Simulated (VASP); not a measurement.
**How biaxial strain in the (110) plane changes InAs (F-43m)**

Wanted: the response of InAs to biaxial strain in the (110) plane, as a table, with a fit that predicts a row left out.

Main program and level: VASP 6.6.1; PBEsol; plane waves and PAW (In_d, As), in the first sound run; inputs show where later runs differ.

Most raw output is cut from this account.

## (1) The structure

It takes space group F-43m (No. 216, cubic). The conventional cell has a = 6.058 Å, b = 6.058 Å, c = 6.058 Å, α = 90.00°, β = 90.00°, γ = 90.00°. Nearest to In lie 4 As at 2.62 Å. Nearest to As lie 4 In at 2.62 Å. Farther neighbours are not listed.

## (2) Relax the crystal, PBEsol

The series starts from the cell that this level prefers, so that zero strain is near zero stress.

This step took 2 runs in a row; the last is shown.

Level: PBEsol; plane waves and PAW (In_d, As).

Contents of INCAR:

```
SYSTEM = InAs
PREC = Accurate
ENCUT = 450
EDIFF = 1E-07
NELM = 120
ISMEAR = 0
SIGMA = 0.02
LREAL = .FALSE.
ALGO = Normal
GGA = PS
NBANDS = 15
LASPH = .TRUE.
LORBIT = 11
LWAVE = .FALSE.
LCHARG = .FALSE.
KPAR = 8
IBRION = 2
NSW = 40
ISIF = 3
EDIFFG = -0.005
POTIM = 0.4
```

Contents of POSCAR:

```
InAs
1.0
    0.0000000000      3.0456045430      3.0456045430
    3.0456045430      0.0000000000      3.0456045430
    3.0456045430      3.0456045430      0.0000000000
In As
1 1
Direct
    0.0000000000      0.0000000000      0.0000000000
    0.2500000000      0.2500000000      0.2500000000
```

Contents of KPOINTS:

```
Automatic mesh
0
Gamma
9 9 9
0 0 0
```

Potentials, in the order of the species: In_d and As (PBE family, release 64).

The run is started by

```bash
$ mpirun -np 8 vasp_std
```

Run time: 11 s. Hardware: 8 MPI ranks of AMD EPYC 7R13 (Zen 3), shared host; peak memory 1.3 GiB; 80 s of CPU time.

This run gave:

```
energy(sigma→0) of the program : -8.4890 eV
stress, compression positive   : 0.01 along [110], 0.01 across it (mean), GPa
volume                         : 56.500 Å³
ionic steps                    : 1
```

## (3) Strain along the normal, PBEsol

One member in full: the plane is strained by 0.5 %, and the strain along the normal is moved by secant steps until the normal stress is under 0.012 GPa or five steps are spent; the atoms relax at each step.

This step took 2 runs, each at a new trial strain with the atoms of the one before; the last is shown.

Level: PBEsol; plane waves and PAW (In_d, As); cell typed or built by script.

Changes to INCAR since step 2:

```diff
@@ -15,7 +15,7 @@
 LCHARG = .FALSE.
-KPAR = 8
-IBRION = 2
-NSW = 40
-ISIF = 3
-EDIFFG = -0.005
-POTIM = 0.4
+KPAR = 2
+IBRION = 1
+NSW = 25
+ISIF = 2
+EDIFFG = -0.004
+POTIM = 0.3
```

Contents of POSCAR:

```
InAs
1.0
   -0.0133037780      3.0475287880      3.0608325660
    3.0475287880     -0.0133037780      3.0608325660
    3.0342250090      3.0342250090      0.0000000000
In As
1 1
Direct
    0.9993328946      0.9993328946      0.0006671054
    0.2506671054      0.2506671054      0.2493328946
```

KPOINTS is that of step 2.

The run is started by

```bash
$ mpirun -np 2 vasp_std
```

Elapsed: 60 s, on 2 MPI ranks; peak memory 0.41 GiB; 2 min of CPU time.

This run gave:

| Quantity | Value |
| --- | --- |
| energy(sigma→0) of the program | -8.4881 eV |
| stress, compression positive | 0.00 along [110], -0.51 across it (mean), GPa |
| ionic steps | 3 |

## (4) Band edges, TB-mBJ with spin-orbit coupling

Short lines in KPOINTS_OPT sample the zone centre along and across the normal of the plane, for masses, and the other valleys.

Level: TB-mBJ, spin-orbit coupling; plane waves and PAW (In_d, As); cell typed or built by script.

TB-mBJ has no energy functional, so the total energy, stress and pressure in this output mean nothing.

Contents of INCAR:

```
SYSTEM = InAs
PREC = Accurate
ENCUT = 450
EDIFF = 1E-06
NELM = 150
ISMEAR = 0
SIGMA = 0.02
LREAL = .FALSE.
ALGO = Normal
METAGGA = MBJ
LASPH = .TRUE.
LNONCOLLINEAR = .TRUE.
MAGMOM = 0 0 0 0 0 0
NBANDS = 28
GGA_COMPAT = .FALSE.
LSORBIT = .TRUE.
LWAVE = .FALSE.
LCHARG = .FALSE.
KPAR = 2
```

Contents of POSCAR:

```
InAs
1.0
   -0.0133037780      3.0475287880      3.0608325660
    3.0475287880     -0.0133037780      3.0608325660
    3.0342250090      3.0342250090      0.0000000000
In As
1 1
Direct
    0.9992416725      0.9992416725      0.0007583275
    0.2507583275      0.2507583275      0.2492416725
```

Contents of KPOINTS:

```
Automatic mesh
0
Gamma
7 7 7
0 0 0
```

Contents of KPOINTS_OPT:

```
Line mode
6
Line-mode
Reciprocal
  0.00000000   0.00000000   0.00000000
  0.01707351   0.01707351   0.03414703

  0.00000000   0.00000000   0.00000000
 -0.01722323   0.01722323   0.00000000

  0.31000000   0.31000000   0.00000000
  0.50000000   0.50000000   0.00000000

  0.00000000   0.31000000   0.31000000
  0.00000000   0.50000000   0.50000000

  0.45000000   0.45000000   0.45000000
  0.50000000   0.50000000   0.50000000

  0.45000000   0.00000000   0.00000000
  0.50000000   0.00000000   0.00000000

  0.42500000   0.42500000   0.00000000
  0.42489413   0.44925146   0.02414560

  0.50000000   0.50000000   0.50000000
  0.48277677   0.51722323   0.50000000
```

The run is started by

```bash
$ mpirun -np 2 vasp_ncl
```

Wall time 11 min (2 MPI ranks); peak memory 1.1 GiB; 21 min of CPU time.

## (5) Band edges, r2SCAN with spin-orbit coupling

Level: r2SCAN, spin-orbit coupling; plane waves and PAW (In_d, As); cell typed or built by script.

Changes to INCAR since step 4:

```diff
@@ -4,3 +4,3 @@
 EDIFF = 1E-06
-NELM = 150
+NELM = 100
 ISMEAR = 0
@@ -9,3 +9,3 @@
 ALGO = Normal
-METAGGA = MBJ
+METAGGA = R2SCAN
 LASPH = .TRUE.
```

POSCAR is that of step 4.

KPOINTS is that of step 4.

KPOINTS_OPT is that of step 4.

The run is started by

```bash
$ mpirun -np 2 vasp_ncl
```

Run time: 37 min. Hardware: 2 MPI ranks; peak memory 1.1 GiB.

Read from the output:

* energy(sigma→0) of the program: -38.0996 eV
* stress, compression positive: 0.54 along [110], 0.01 across it (mean), GPa

The run ends at a pressure of 0.19 GPa, with forces up to 1.7e-4 eV/Å.

## (6) All members

The other members went through these steps as far as the tables show, with the same cutoff and, step by step, the same mesh; 36 runs are not shown. The session took 16 core hours (wall time by ranks) on a shared machine.

```tsv
in-plane strain (%)	strain along the normal (%)	mean of the two in-plane stresses, tension positive (GPa)	energy above the unstrained row (meV/atom)
-2.000	1.571	-2.171	7.596
-1.500	1.166	-1.620	4.261
-1.000	0.764	-1.076	1.885
-0.500	0.383	-0.533	0.466
0	0.000	-0.006	0.000
0.500	-0.374	0.507	0.419
1.000	-0.704	1.033	1.760
1.500	-1.038	1.546	4.027
2.000	-1.348	2.050	7.200
```

Slopes at zero strain, from cubics through all rows: strain ratio -0.741, stress over strain 105 GPa.

Band edges at TB-mBJ with spin-orbit coupling, counted from the valence-band top at Γ, spin-orbit pairs averaged, with one row partly withheld:

```tsv
in-plane strain (%)	gap (eV)	conduction band at Γ (eV)	Δ or X valley along z (eV)	Δ or X valley along x (eV)	lowest conduction level at L, [111] (eV)	lowest conduction level at L, [-111] (eV)	second valence level below the top (eV)	third valence level below the top (eV)
-2.000	0.534	0.535	1.798	2.020	1.637	1.319	0.119	0.432
-1.500	?	?	1.897	2.045	1.604	1.371	0.094	0.395
-1.000	0.523	0.523	1.986	2.068	1.570	1.419	0.067	0.362
-0.500	0.511	0.511	2.059	2.091	1.538	1.463	0.035	0.336
0	0.498	0.498	2.113	2.113	1.506	1.506	0.000	0.314
0.500	0.443	0.443	2.105	2.096	1.435	1.506	0.040	0.336
1.000	0.383	0.383	2.080	2.078	1.365	1.499	0.080	0.363
1.500	0.320	0.321	2.042	2.057	1.293	1.488	0.123	0.395
2.000	0.255	0.256	1.998	2.036	1.223	1.472	0.167	0.429
```

Conduction masses, in electron masses:

```tsv
in-plane strain (%)	conduction mass at Γ, along the strain axis or the normal of the plane	conduction mass at Γ, across the strain axis or in the plane	L [111] mass, longitudinal	L [111] mass, transverse along [1-10]
-2.000	0.052	0.050	2.260	0.139
-1.500	0.050	0.048	2.190	0.139
-1.000	0.048	0.046	2.158	0.138
-0.500	0.045	0.044	2.122	0.138
0	0.043	0.043	2.115	0.138
0.500	0.040	0.041	2.083	0.138
1.000	0.037	0.039	2.017	0.137
1.500	0.033	0.037	1.995	0.137
2.000	0.030	0.036	2.007	0.136
```

## (7) Fit and prediction

The quantity to fit is the conduction level at Γ above the mean of the three top valence levels at TB-mBJ with spin-orbit coupling: 0.719, 0.666, 0.635, 0.603, 0.568, 0.531, 0.493, 0.454 eV in the rows shown.

A least-squares parabola through the 8 rows shown, with e the strain in %: E = − 0.004001 e² − 0.06649 e + 0.6025 (eV), r.m.s. residual 6.0e-4 eV.

For the withheld row, e = -1.5, the fit gives 0.6933 eV.

## (8) Checking the prediction

The calculation gives 0.6935 eV, so the prediction is 0.0002 eV too low.

## (9) Results

```
ratio of normal to in-plane strain                                                                                                : -0.741
biaxial modulus                                                                                                                   : 105 GPa
gap of the unstrained cell, TB-mBJ with spin-orbit coupling                                                                       : 0.50 eV
slope at zero strain of the conduction level at Γ above the mean of the three top valence levels, TB-mBJ with spin-orbit coupling : -66 meV per %
error of the predicted row                                                                                                        : -0.2 meV
```

In words: As a check, the curvature of the energy gives 104 GPa for the same modulus (energy per volume = M × strain²), 1 % from the slope of the stress. At TB-mBJ with spin-orbit coupling the lowest conduction valley is Γ throughout, and the gap runs between 0.26 and 0.53 eV. At r2SCAN with spin-orbit coupling the gap falls under 0.05 eV in some or all rows, where bands may have changed order, so that level, though run, gets no table. The gap at PBEsol is under 0.05 eV in some or all rows and is left out; the elastic columns come from such cells and can be uneven. Hole masses are left out throughout, since the top bands are degenerate or cross in many series; of conduction masses, those of the Γ, L and (for Si and Ge under (001) strain) Δ valleys are kept where they change by under an eighth between rows. TB-mBJ is a potential fitted for gaps; it has no energy functional, so its total energies and forces mean nothing, and its bands tend to come out too narrow. Δ or X levels are the lowest on their line, refined by a parabola unless they lie at X; the gap is read from all points sampled and can differ from the lowest valley by some meV, or by tens of meV where strain moves the valence top off Γ. Temperature, zero-point motion and excitons are left out.

[Lines on the potential files, build, host, timing and source positions are cut from VASP's logs without a mark.]

[Logs are printed without paths, hosts, clocks, repeated set-up lines and the standing remarks that a program may print on its own settings, such as how far it seeks lower states.]

[Hosts, paths, dates, database ids (printed as entryN), source tags and the programs' standing remarks are cut or masked in the printed files.]

[In band tables of VASP the shares of atoms and orbitals are scaled to a sum of 1 inside the atoms' spheres.]
